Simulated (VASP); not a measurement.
Here is a VASP 6.6.1 calculation.

The input INCAR:

```
ALGO     = Fast           # electronic algorithm
EDIFF    = 1E-7           # SCF threshold, eV
ENCUT    = 520            # plane-wave cutoff, eV
GGA      = PE             # functional
ISIF     = 2              # what is computed and relaxed
ISMEAR   = 0              # smearing method
KPAR     = 4            
LASPH    = True           # aspherical terms in the spheres
LCHARG   = False          # write CHGCAR
LREAL    = False          # projectors in reciprocal space
LWAVE    = False          # write WAVECAR
NELM     = 80             # most SCF steps
PREC     = Accurate       # precision mode
SIGMA    = 0.03           # smearing width, eV
```

File KPOINTS:

```
k-points
0
Gamma
  6 6 6
```

File POSCAR:

```
ZnSe
1.0
    0.0000000000      2.8338000000      2.8338000000
    2.8338000000      0.0000000000      2.8338000000
    2.8338000000      2.8338000000      0.0000000000
Zn Se
1 1
Direct
    0.0000000000      0.0000000000      0.0000000000
    0.2500000000      0.2500000000      0.2500000000
```

Potentials or basis: VASP PAW PBE potentials, release 64 (Zn, Se).

Command:

```bash
$ cat potpaw_PBE.64/Zn/POTCAR potpaw_PBE.64/Se/POTCAR > POTCAR
$ mpirun -np 4 vasp_std > vasp.out
```

**Question.** What does it give for the band gap on the k mesh?

**Answer.** 1.29 eV, direct.

**Question.** Predict the pressure.

**Answer.** 2.4 GPa.

**What was measured.**

From “Alloy Disordering Effects on the Thermal Conductivity and Energy Gap Temperature Dependence of Cd1−xZnxSe Ternary Crystals Grown by the Bridgman Method”, 2023, pmc:10253836, for a bulk crystal of ZnSe at 300 K: band gap 2.695 ± 0.003 eV (an exciton energy, a little under the gap).

Against the measured gap of ZnSe, 2.695 eV (an exciton energy, a little under the gap; 300 K; “Alloy Disordering Effects on the Thermal Conductivity and Energy Gap Temperature Dependence of Cd1−xZnxSe Ternary Crystals Grown by the Bridgman Method”, 2023, pmc:10253836), the calculated 1.29 eV is off by -1.41 eV. So large a miss can be the level of theory's own, or it may mean another phase, state or a wrong row. Spin-orbit coupling on Se is left out. The value is that of PBE, without temperature or zero-point motion. Semilocal functionals fall short of measured gaps as a rule.
